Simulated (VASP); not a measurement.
Here is a VASP 6.6.1 calculation.

Contents of INCAR:

```
  ALGO = Fast
  EDIFF = 1E-7
  ENCUT = 520
  GGA = PE
  ISIF = 2
  ISMEAR = 0
  IVDW = 12
  LASPH = True
  LCHARG = False
  LREAL = Auto
  LWAVE = False
  NBANDS = 40
  NELM = 100
  PREC = Accurate
  SIGMA = 0.15
```

The input KPOINTS:

```
k-points
0
Gamma
  3 3 3
```

The input POSCAR:

```
Li
1.0
    6.9800000000      0.0000000000      0.0000000000
    0.0000000000      6.9800000000      0.0000000000
    0.0000000000      0.0000000000      6.9800000000
Li
17
Direct
    0.0196869628      0.0209022923      0.0015000000
    0.5110538682      0.0224044413     -0.0038895415
    0.0126805158      0.5304452722     -0.0153181948
    0.0586151862      0.0013508596      0.4484107450
    0.2118531519      0.2908186246      0.2793790831
    0.4594391117      0.4135297994      0.0519325215
    0.4978315186      0.0340080229      0.4712911175
    0.7784843840      0.2685767908      0.2561518625
   -0.0016809456      0.5465148997      0.5107578797
    0.2834329513      0.7489391117      0.2210767908
    0.2490376791      0.2657467049      0.7313385387
    0.5121372493      0.5227108883      0.4925896848
    0.7578679083      0.7639226361      0.2427616046
    0.7705934097      0.2714095989      0.7345680516
    0.2667223496      0.7716660458      0.7434829513
    0.6363191977      0.6452638968      0.8664193410
    0.8110203438     -0.1237952722      0.6766752149
```

Potentials or basis: VASP PAW PBE potentials, release 64 (Li_sv).

Run with:

```console
$ cat potpaw_PBE.64/Li_sv/POTCAR > POTCAR
$ mpirun -np 1 vasp_std > vasp.out
```

(1) Estimate the largest force.

(2) Estimate the band gap on the k mesh.

(3) Estimate the dispersion energy per atom.

## Answers

(1) 0.013 eV/Å.

(2) none (metal or under the smearing width).

(3) -0.172 eV.
